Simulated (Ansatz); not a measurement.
# Sc: the cost of one run

Method: DFT PBE, scalar-relativistic, plane waves, PAW, in Ansatz 0.2.0.

2 further runs of the same task are left out: 1 that didn't finish, 1 set aside as unsound or not needed.

### Step 1. The starting structure

It takes space group Fm-3m (No. 225, cubic). The conventional cell has a = 4.541 Å, b = 4.541 Å, c = 4.541 Å, α = 90.00°, β = 90.00°, γ = 90.00°. Around Sc (site symmetry m-3m) lie 12 Sc at 3.21 Å.

As a file:

```xyz
1
Lattice="0.0000 2.2705 2.2705 2.2705 0.0000 2.2705 2.2705 2.2705 0.0000" Properties=species:S:1:pos:R:3 pbc="T T T"
Sc    0.0000    0.0000    0.0000
```

The structure comes from the Crystallography Open Database.

### Step 2. A distortion of lower symmetry

Against the listed cell: strain xx, yy, zz, yz, xz, xy = -0.1, +0.7, -1.2, +0.0, +0.1, +0.0 %.

Contents of input.yaml:

```yaml
crystal:
  lattice:
    - [0.00299706, 2.28534907, 2.243140475]
    - [2.272021235, 0.0, 2.246137535]
    - [2.269024175, 2.28534907, 0.00299706]
  atoms:
    - { symbol: Sc, position: [0.0, 0.0, 0.0] }
basis:
  ecutwfc: 420
kpoints:
  mp_grid: { grid: [14, 14, 14] }
hamiltonian:
  xc: pbe
scf:
  occupations: { method: gaussian, width: 0.1 }
output:
  forces: true
  stress: true
  eigenvalues: true
```

On the command line:

```console
> ansatz run input.yaml --threads 1 --pin off --max-ram 1331MiB --backend cpu --events-out ev --progress --plain --runs-dir out
```

Q: Estimate wall time and peak memory on 1 thread of an x86-64 CPU, shared host.

About 18 s, with a peak of 0.48 GiB.
